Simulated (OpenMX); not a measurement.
Crystal: Nb.

```
Nb
1.0
     2.82733    0.00000    0.00000
    -0.91953    2.67935    0.00000
    -0.98339   -1.28193    2.43262
Nb
1
Direct
  0.01692 0.99207 0.00742
```

The cell isn't the ideal one: cell strained at random at fixed volume.

- Program: OpenMX 3.8.5
- Task: relaxation of cell and atoms
- Functional: PBE
- Dispersion: D4
- Potentials or basis: OpenMX 2013 PBE set, Nb7.0-s3p2d2, grid cutoff 400 Ry
- k mesh: 7 × 7 × 7
- Occupations: fermi-dirac, width 0.05 eV
- Spin: collinear spin, random start
- Starting moments: [-0.46] μB

At the start: pressure -2.9 GPa; volume 18.43 Å³/atom.

Task: Where does the relaxation end?

Result: Over 16 steps the energy falls by 16.8 meV/atom and the volume is 18.14 Å³/atom (-1.6 %); space group R-3m (No. 166, to 0.05 Å); moment 0.00 μB per cell.

The path:
```tsv
step	energy change (eV)	largest force (eV/Å)	pressure (GPa)	volume (Å³)
1	0.0000	0.0000	-2.85	18.43
2	-0.0041	0.0000	-0.38	18.17
3	-0.0050	0.0000	0.44	18.09
4	-0.0048	0.0000	0.68	18.07
5	-0.0049	0.0000	0.30	18.11
6	-0.0049	0.0000	0.02	18.14
7	-0.0049	0.0000	-0.21	18.17
8	-0.0042	0.0000	-3.23	18.49
9	-0.0054	0.0000	-0.51	18.20
10	-0.0062	0.0000	-0.75	18.22
11	-0.0126	0.0000	-1.34	18.28
12	-0.0104	0.0000	-1.93	18.34
13	-0.0150	0.0000	-1.16	18.26
14	-0.0158	0.0000	-0.79	18.22
15	-0.0168	0.0000	0.12	18.13
16	-0.0168	0.0000	0.05	18.14
```

Final structure:
```
Nb
1.0
     2.74111   -0.01238    0.01263
    -0.90137    2.76805   -0.04332
    -0.93792   -1.35185    2.40912
Nb
1
Direct
  0.01691 0.99207 0.00742
```

Caveat: the k mesh is coarse (spacing up to 0.38 Å⁻¹), so the values aren't converged; volumes in these bases differ from converged ones by about 1 %, for some elements by several; the energies along the path lack the entropy term of the smearing; the basis of atomic orbitals isn't converged, which shifts pressures, moduli and gaps; pairwise dispersion overbinds metals, which lowers pressure and volume.
